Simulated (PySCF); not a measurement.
Isomerisation enthalpies of C4H10O

**Experimental background.**

CRC Handbook of Chemistry and Physics lists, for the gas at 298.15 K: enthalpy of formation of `CC(C)(C)O` -312.5 kJ/mol; enthalpy of formation of `CC(C)CO` -283.8 kJ/mol; enthalpy of formation of `CCCCO` -274.9 kJ/mol; enthalpy of formation of `CCOCC` (ethoxy ethane) -252.1 kJ/mol; enthalpy of formation of `COC(C)C` -252 kJ/mol; enthalpy of formation of `CCCOC` (methyl propyl ether) -238.1 kJ/mol.

The results are set against them at the end.

Differences of these values give the isomerisation enthalpies. Geometries: PBE0-D3(BJ)/def2-SVP; runs in PySCF, gas phase, with a dispersion term only where the level names one. Total electronic energies (Eh):

```tsv
SMILES	PBE0-D3(BJ)/def2-SVP
CC(C)(C)O	-233.23647
CC(C)CO	-233.22811
CCCCO	-233.22542
CCOCC	-233.21916
COC(C)C	-233.21774
CCCOC	-233.21404
```

Geometry of `CC(C)(C)O` (Å):
```
atom  x, y, z in Å
C1     0.1659   -1.3622   -0.4509
C2    -0.0896   -0.0179    0.2284
C3    -0.8898    0.9057   -0.6881
C4     1.2224    0.6363    0.6360
O5    -0.7989   -0.2221    1.4401
H6     0.7540   -1.2469   -1.3743
H7     0.7103   -2.0325    0.2306
H8    -0.7864   -1.8486   -0.7210
H9    -1.0984    1.8574   -0.1771
H10   -0.3488    1.1202   -1.6224
H11   -1.8544    0.4451   -0.9600
H12    1.8466    0.8552   -0.2427
H13    1.7825   -0.0275    1.3108
H14    1.0234    1.5762    1.1716
H15   -1.6390   -0.6384    1.2190
```

Geometry of `CC(C)CO` (Å):
```
atom  x, y, z in Å
C1     0.2515    1.4233   -0.3985
C2     0.1579   -0.0969   -0.4022
C3     1.4527   -0.7490    0.0633
C4    -1.0145   -0.5776    0.4383
O5    -2.2047   -0.0486   -0.0839
H6     1.0383    1.7765   -1.0829
H7     0.4937    1.7972    0.6112
H8    -0.7043    1.8703   -0.7054
H9    -0.0490   -0.4257   -1.4372
H10    2.3001   -0.4383   -0.5665
H11    1.3941   -1.8484    0.0264
H12    1.6911   -0.4604    1.1010
H13   -0.8518   -0.2601    1.4908
H14   -1.0289   -1.6871    0.4366
H15   -2.9262   -0.2751    0.5090
```

Geometry of `CCCCO` (Å):
```
atom  x, y, z in Å
C1    -2.1910    0.0887    0.3687
C2    -0.8612    0.0082   -0.3638
C3     0.3384    0.0074    0.5713
C4     1.6657   -0.0755   -0.1497
O5     2.6952   -0.0533    0.8030
H6    -2.3213   -0.7659    1.0520
H7    -3.0410    0.0887   -0.3306
H8    -2.2573    1.0062    0.9751
H9    -0.7760    0.8547   -1.0686
H10   -0.8393   -0.9031   -0.9879
H11    0.3385    0.9184    1.1944
H12    0.2727   -0.8422    1.2729
H13    1.7477    0.7715   -0.8627
H14    1.6916   -1.0041   -0.7584
H15    3.5372   -0.0996    0.3419
```

Geometry of `CCOCC` (Å):
```
atom  x, y, z in Å
C1    -2.0540    1.2388    0.2135
C2    -0.5496    1.1154    0.1978
O3    -0.2027   -0.2172   -0.0414
C4     1.1758   -0.4442   -0.0757
C5     1.4279   -1.9098   -0.3356
H6    -2.3582    2.2795    0.3987
H7    -2.4836    0.6030    1.0018
H8    -2.4759    0.9170   -0.7501
H9    -0.1227    1.4589    1.1644
H10   -0.1156    1.7744   -0.5845
H11    1.6504    0.1760   -0.8660
H12    1.6424   -0.1355    0.8842
H13    0.9782   -2.5240    0.4586
H14    2.5069   -2.1201   -0.3715
H15    0.9806   -2.2124   -1.2940
```

Geometry of `COC(C)C` (Å):
```
atom  x, y, z in Å
C1     1.9313    0.5803   -0.2846
O2     0.9628   -0.4120   -0.3997
C3    -0.2298   -0.1791    0.3153
C4    -0.9440   -1.5121    0.4105
C5    -1.0918    0.8885   -0.3449
H6     2.8301    0.2334   -0.8144
H7     2.2037    0.7723    0.7732
H8     1.6238    1.5444   -0.7337
H9     0.0302    0.1612    1.3415
H10   -1.1846   -1.8818   -0.5982
H11   -1.8794   -1.4202    0.9817
H12   -0.3001   -2.2559    0.9010
H13   -0.5733    1.8569   -0.4050
H14   -1.3586    0.5781   -1.3673
H15   -2.0202    1.0458    0.2245
```

Geometry of `CCCOC` (Å):
```
atom  x, y, z in Å
C1    -1.9764   -0.9302   -0.7530
C2    -0.4682   -0.7672   -0.8337
C3     0.0766    0.1845    0.2090
O4     1.4624    0.2809    0.0681
C5     2.0559    1.1391    0.9872
H6    -2.3453   -1.6250   -1.5217
H7    -2.4951    0.0310   -0.8999
H8    -2.2883   -1.3260    0.2272
H9    -0.1712   -0.3942   -1.8278
H10    0.0343   -1.7403   -0.7072
H11   -0.1887   -0.1738    1.2280
H12   -0.3982    1.1842    0.0981
H13    3.1386    1.1462    0.7977
H14    1.8859    0.8133    2.0337
H15    1.6775    2.1776    0.8943
```

Zero-point and thermal terms are left out, so the computed numbers are electronic energies.

## Comparison

Relative to `CC(C)(C)O`, the lowest by measurement, in kJ/mol (measured: enthalpies at 298.15 K; computed: electronic energies):

```json
{"SMILES": "CC(C)(C)O", "measured": "0.0", "PBE0-D3(BJ)/def2-SVP": "0.0"}
{"SMILES": "CC(C)CO", "measured": "28.7", "PBE0-D3(BJ)/def2-SVP": "21.9"}
{"SMILES": "CCCCO", "measured": "37.6", "PBE0-D3(BJ)/def2-SVP": "29.0"}
{"SMILES": "CCOCC", "measured": "60.4", "PBE0-D3(BJ)/def2-SVP": "45.5"}
{"SMILES": "COC(C)C", "measured": "60.5", "PBE0-D3(BJ)/def2-SVP": "49.2"}
{"SMILES": "CCCOC", "measured": "74.4", "PBE0-D3(BJ)/def2-SVP": "58.9"}
```

Measured values: -312.5 kJ/mol (298.15 K; CRC Handbook of Chemistry and Physics) for the first row; the others come from the same table. Mean unsigned miss over the other isomers: PBE0-D3(BJ)/def2-SVP 11.4 kJ/mol. One conformer stands for `CC(C)CO`, `CCCCO`, `CCOCC`, `COC(C)C` and `CCCOC`, not necessarily the lowest, while the measurement averages over conformers. Where a level misses, the cause wasn't examined.
